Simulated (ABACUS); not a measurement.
# CdSe (Cadmoselite) (P6_3mc) in ABACUS: notebook, part 2 of 2

ABACUS 3.10.1. Earlier steps stand in the parts before.

## (3) Equation of state, SOGGA, 26.42 Å³/atom (volume scaled by 0.94)

File INPUT:

```
INPUT_PARAMETERS
suffix              CdSe
calculation         scf
basis_type          pw
pseudo_dir          ./
symmetry            1
dft_functional      GGA_X_SOGGA+GGA_C_PBE
ecutwfc             40
pseudo_rcut         10
nspin               1
nbands              22
ks_solver           dav
smearing_method     fd
smearing_sigma      0.00367493
scf_thr             1e-08
scf_nmax            100
mixing_type         broyden
mixing_beta         0.7
cal_force           1
cal_stress          1
ecutrho             320
kpar                4
```

File STRU:

```
ATOMIC_SPECIES
Cd 112.4140 cd_pbe_v1.uspp.F.UPF
Se 78.9710 se_pbe_v1.uspp.F.UPF

LATTICE_CONSTANT
7.9599426822

LATTICE_VECTORS
1.0000000000 0.0000000000 0.0000000000
-0.5000000000 0.8660254038 0.0000000000
0.0000000000 0.0000000000 1.6325581395

ATOMIC_POSITIONS
Cartesian

Cd
0.0
2
0.5000000001 0.2886751346 0.8162790698 1 1 1
0.0000000000 0.5773502692 0.0000000000 1 1 1

Se
0.0
2
0.5000000001 0.2886751346 1.4448139535 1 1 1
0.0000000000 0.5773502692 0.6285348837 1 1 1
```

File KPT:

```
K_POINTS
0
Gamma
6 6 3 0 0 0
```

Potentials or basis: GBRV ultrasoft 1.5 PBE, plane waves.

Started as:

```bash
OMP_NUM_THREADS=1 mpirun -np 4 abacus > log
```

running log:

```text
ABACUS v3.10.1

               Atomic-orbital Based Ab-initio Computation at UStc

 ------------------------------------------------------------------------------------

 READING GENERAL INFORMATION
                           global_out_dir = OUT.CdSe/
                           global_in_card = INPUT
                               pseudo_dir = ./
                              orbital_dir =
                                    DSIZE = 4
                                    GSIZE = 1

 READING UNITCELL INFORMATION
                                    ntype = 2
                  lattice constant (Bohr) = 7.95994
              lattice constant (Angstrom) = 4.21222

 READING ATOM TYPE 1
                               atom label = Cd
                      L=0, number of zeta = 1
                      L=1, number of zeta = 1
                      L=2, number of zeta = 1
             number of atom for this type = 2

 READING ATOM TYPE 2
                               atom label = Se
                      L=0, number of zeta = 1
                      L=1, number of zeta = 1
                      L=2, number of zeta = 1
             number of atom for this type = 2

                        TOTAL ATOM NUMBER = 4
CARTESIAN COORDINATES ( UNIT =       7.959942682200 Bohr ).
[... 352 lines left out ...]
 E_Harris       -314.7152105416      -4281.9201106352
 E_band         -1.1241195475        -15.2944310793
 E_one_elec     -77.3423578870       -1052.2967640190
 E_Hartree      65.6913233396        893.7763065794
 E_xc           -136.1631473169      -1852.5946611239
 E_Ewald        -166.9009631715      -2270.8041008209
 E_entropy(-TS) -0.0000020692        -0.0000281535
 E_descf        0.0000000000         0.0000000000
 E_exx          0.0000000000         0.0000000000
 E_Fermi        0.4723752115         6.4269944702
----------------------------------------------------------

 charge density convergence is achieved
 final etot is -4281.9192475 eV
 EFERMI = 6.4269944702 eV

 STATE ENERGY(eV) AND OCCUPATIONS    NSPIN == 1
 1/4 kpoint (Cartesian) = 0.0000 0.0000 0.0000 (3015 pws)
       1       -6.97585      0.0185185
       2       -6.53391      0.0185185
       3       -2.06623      0.0185185
       4       -2.06623      0.0185185
       5       -2.00013      0.0185185
       6       -2.00013      0.0185185
[... 86 lines left out ...]
      21        10.6997    4.29408e-39
      22        12.3334    2.76793e-53

------------------------------------------------------------------------------------------
 TOTAL-FORCE (eV/Angstrom)
------------------------------------------------------------------------------------------
                       Cd1         0.0000000000         0.0000000000         0.3337740274
                       Cd2         0.0000000000         0.0000000000         0.3337740274
                       Se1         0.0000000000         0.0000000000        -0.3337740274
                       Se2         0.0000000000         0.0000000000        -0.3337740274
------------------------------------------------------------------------------------------

----------------------------------------------------------------
 TOTAL-STRESS (KBAR)
----------------------------------------------------------------
        43.5397391161         0.0000000000         0.0000000000
         0.0000000000        43.5397391146         0.0000000000
         0.0000000000         0.0000000000        15.8506683495
----------------------------------------------------------------
 TOTAL-PRESSURE: 34.310049 KBAR

 --------------------------------------------
 !FINAL_ETOT_IS -4281.9192475378740710 eV
 --------------------------------------------
```

Run time: 54 s. Hardware: 4 MPI ranks of Intel Xeon Platinum 8375C at 2.90GHz (Ice Lake), shared host; peak memory 1.3 GiB.

What came out:

- Free energy: -4281.9192 eV
- Pressure: 3.4 GPa
- Largest force: 0.334 eV/Å
- Band gap on the k mesh: 0.67 eV, direct

Caveat: there are fewer bands than atomic start orbitals, so a level may be missed at k points of high symmetry; the potentials were made for another functional, which shifts forces and pressure.

## (4) Equation of state, SOGGA, 27.54 Å³/atom (volume scaled by 0.98)

INPUT is that of step 3.

File STRU:

```
ATOMIC_SPECIES
Cd 112.4140 cd_pbe_v1.uspp.F.UPF
Se 78.9710 se_pbe_v1.uspp.F.UPF

LATTICE_CONSTANT
8.0712849722

LATTICE_VECTORS
1.0000000000 0.0000000000 0.0000000000
-0.5000000000 0.8660254038 0.0000000000
0.0000000000 0.0000000000 1.6325581395

ATOMIC_POSITIONS
Cartesian

Cd
0.0
2
0.5000000000 0.2886751346 0.8162790698 1 1 1
0.0000000000 0.5773502692 0.0000000000 1 1 1

Se
0.0
2
0.5000000000 0.2886751346 1.4448139535 1 1 1
0.0000000000 0.5773502692 0.6285348837 1 1 1
```

KPT is that of step 3.

Started as:

```bash
OMP_NUM_THREADS=1 mpirun -np 4 abacus > log
```

It took 57 s on 4 MPI ranks of Intel Xeon Platinum 8375C at 2.90GHz (Ice Lake), shared host; peak memory 1.3 GiB.

Results (log left out):

- Free energy: -4281.9836 eV
- Pressure: 0.8 GPa
- Largest force: 0.287 eV/Å
- Band gap on the k mesh: 0.60 eV, direct

Caveat: there are fewer bands than atomic start orbitals, so a level may be missed at k points of high symmetry; the potentials were made for another functional, which shifts forces and pressure.

## (5) Equation of state, SOGGA, 28.66 Å³/atom (volume scaled by 1.02)

INPUT is that of step 4.

Edit STRU of step 4 so:

```diff
@@ -5,3 +5,3 @@
 LATTICE_CONSTANT
-8.0712849722
+8.1796372971
 
@@ -19,3 +19,3 @@
 0.5000000000 0.2886751346 0.8162790698 1 1 1
-0.0000000000 0.5773502692 0.0000000000 1 1 1
+-0.0000000001 0.5773502692 0.0000000000 1 1 1
 
@@ -25,2 +25,2 @@
 0.5000000000 0.2886751346 1.4448139535 1 1 1
-0.0000000000 0.5773502692 0.6285348837 1 1 1
+-0.0000000001 0.5773502692 0.6285348837 1 1 1
```

KPT is that of step 4.

Started as:

```bash
OMP_NUM_THREADS=1 mpirun -np 4 abacus > log
```

Wall time 52 s (4 MPI ranks of Intel Xeon Platinum 8375C at 2.90GHz (Ice Lake), shared host); peak memory 1.3 GiB.

It converged, with:

| Quantity | Value |
| --- | --- |
| Free energy | -4281.9817 eV |
| Pressure | -1.3 GPa |
| Largest force | 0.249 eV/Å |
| Band gap on the k mesh | 0.52 eV, direct |

Caveat: there are fewer bands than atomic start orbitals, so a level may be missed at k points of high symmetry; the potentials were made for another functional, which shifts forces and pressure.

## (6) Equation of state, SOGGA, 29.79 Å³/atom (volume scaled by 1.06)

INPUT is that of step 5.

File STRU:

```
ATOMIC_SPECIES
Cd 112.4140 cd_pbe_v1.uspp.F.UPF
Se 78.9710 se_pbe_v1.uspp.F.UPF

LATTICE_CONSTANT
8.2851926464

LATTICE_VECTORS
1.0000000000 0.0000000000 0.0000000000
-0.5000000000 0.8660254038 0.0000000000
0.0000000000 0.0000000000 1.6325581395

ATOMIC_POSITIONS
Cartesian

Cd
0.0
2
0.5000000000 0.2886751346 0.8162790698 1 1 1
0.0000000000 0.5773502692 0.0000000000 1 1 1

Se
0.0
2
0.5000000000 0.2886751346 1.4448139535 1 1 1
0.0000000000 0.5773502692 0.6285348837 1 1 1
```

KPT is that of step 5.

Potentials or basis: GBRV ultrasoft 1.5 PBE, plane waves.

Started as:

```bash
OMP_NUM_THREADS=1 mpirun -np 4 abacus > log
```

Wall time 55 s (4 MPI ranks of Intel Xeon Platinum 8375C at 2.90GHz (Ice Lake), shared host); peak memory 1.4 GiB.

Results (log left out):

| Item | Value |
| --- | --- |
| Free energy | -4281.9271 eV |
| Pressure | -2.9 GPa |
| Largest force | 0.212 eV/Å |
| Band gap on the k mesh | 0.45 eV, direct |

Caveat: there are fewer bands than atomic start orbitals, so a level may be missed at k points of high symmetry; the potentials were made for another functional, which shifts forces and pressure.

## (7) Equation of state, SOGGA

Potentials or basis: GBRV ultrasoft 1.5 PBE, plane waves.

No new run: the results of the series are fitted here.

Results:

```
Equilibrium volume                        : 28.06 Å³/atom
Bulk modulus at fixed shape and positions : 53 GPa
Pressure derivative of the bulk modulus   : 4.6 (rough: it moves with the points fitted)
```

Energy against volume, from the lowest point:
| volume (Å³/atom) | energy (meV/atom) |
| --- | --- |
| 26.416 | 16.09 |
| 27.540 | 0.00 |
| 28.665 | 0.46 |
| 29.789 | 14.13 |

Caveat: the cell was scaled at fixed shape and fractional positions, which overstates the stiffness of a crystal with free parameters, most of all of layers and chains; the potentials were made for another functional, which shifts forces and pressure.

## (8) Against experiment

Step 2. Against the measured gap of CdSe, 1.841 eV (2 K; a printed reference work, data compilation), the calculated 0.56 eV is off by -1.28 eV. So large a miss can be the level of theory's own, or it may mean another phase, state or a wrong row. Spin-orbit coupling on Cd, Se is left out. The value is that of SOGGA, without temperature or zero-point motion.
